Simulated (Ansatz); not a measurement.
# GaN (Fm-3m): zero-pressure volume and bulk modulus with mr²SCAN

One table from this session's results is given with a row withheld; the runs are named, their logs left out.

Program: Ansatz 0.2.0. Level of theory: DFT mr²SCAN, scalar-relativistic, plane waves, PAW. These are calculated values, not measurements.

2 further runs of the same task are left out: 1 that didn't finish, 1 set aside as unsound or not needed. Runs told in other sessions of the task aren't counted.

### The starting structure

Symmetry: Fm-3m, No. 225, cubic system. Conventional cell: a = 3.985 Å, b = 3.985 Å, c = 3.985 Å, α = 90.00°, β = 90.00°, γ = 90.00°. Around Ga (site symmetry m-3m) lie 6 N at 1.99 Å. N (site symmetry m-3m) has 6 Ga at 1.99 Å in its first shell of neighbours.

Coordinates:

```
CELL_PARAMETERS angstrom
0.00000 1.99250 1.99250
1.99250 0.00000 1.99250
1.99250 1.99250 0.00000
ATOMIC_POSITIONS crystal
Ga 0.50000 0.50000 0.50000
N 0.00000 0.00000 0.00000
```

At PBE, an earlier run found 69.11 GPa for this cell of 7.910 Å³/atom (10×10×10 mesh), gap on the mesh 1.83 eV. The cell is compressed at this level.

Set-up of the first run:

Contents of input.yaml:

```yaml
crystal:
  lattice:
    - [0.0, 1.9925010849, 1.9925010849]
    - [1.9925010849, 0.0, 1.9925010849]
    - [1.9925010849, 1.9925010849, 0.0]
  atoms:
    - { symbol: Ga, position: [0.5, 0.5, 0.5] }
    - { symbol: "N", position: [0.0, 0.0, 0.0] }
basis:
  ecutwfc: 500
  ecutrho_ratio: 4
kpoints:
  mp_grid: { grid: [10, 10, 10] }
hamiltonian:
  xc: mr2scan
scf:
  occupations: { method: gaussian, width: 0.05 }
output:
  forces: true
  stress: true
  eigenvalues: true
```

On the command line:

```sh
> ansatz run input.yaml --threads 4 --pin off --max-ram 8192MiB --backend cpu --events-out ev --progress --plain --runs-dir out
```

Steps of the session up to this table: At the given cell; Stepping to 8.860 Å³/atom; Stepping to 9.394 Å³/atom; Stepping to 9.373 Å³/atom; Volume × 0.98 of the new zero; Volume × 1.02 of the new zero; Volume × 0.96 of the new zero; Volume × 1.04 of the new zero.

One of the session's tables, all rows but one given; the rest of the session is left out.

It belongs to the step «Energy and pressure against volume». 

| volume (Å³/atom) | energy (meV/atom) | pressure (GPa) |
| --- | --- | --- |
| 8.998 | 12.30 | 10.91 |
| 9.186 | 2.96 | 5.16 |
| 9.373 | 0.00 | 0.00 |
| 9.561 | ? | ? |
| 9.748 | 10.61 | -8.75 |

**Question.** Estimate the row for volume (Å³/atom) = 9.561.

Worked estimate for «energy (meV/atom)». A straight line through the neighbours (9.373, 0.00) and (9.748, 10.61) gives 0.00 + (10.61 − 0.00) × (9.561 − 9.373) / (9.748 − 9.373) = 5.32; a parabola fitted to 3 rows on both sides gives 2.56.

**Answer.** energy (meV/atom): 2.74; pressure (GPa): -4.61. In «energy (meV/atom)» the line misses by +2.58 and the parabola by -0.18.
